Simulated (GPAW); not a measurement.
InP:

```
CELL_PARAMETERS angstrom
0.00000 2.93050 2.93050
2.93050 0.00000 2.93050
2.93050 2.93050 0.00000
ATOMIC_POSITIONS crystal
In 0.00000 0.00000 0.00000
P 0.75000 0.75000 0.75000
```

Base run:

* Program: GPAW 26.7.0
* Functional: r2SCAN
* Potentials or basis: GPAW PAW data sets (gpaw-data 1.2.1)
* Cutoff: 600 eV
* Basis: pw
* k mesh: 8 × 8 × 8
* Occupations: fermi-dirac, width 0.05 eV
* Spin: no spin polarisation

Its results: band gap on the k mesh 1.14 eV, direct; pressure 1.5 GPa.

Problem. The run is repeated on the same cell with these changes: functional from r2SCAN to PBE; band points from 100 to 80. What comes out?

Solution. Band gap on the k mesh 0.71 eV, direct; pressure 3.0 GPa.

Caveats: spin-orbit coupling is left out, which moves the levels of the heavy elements; the PAW data sets were made with another functional, which shifts forces and pressure a little (some runs).

Not every run made on this cell is shown here.
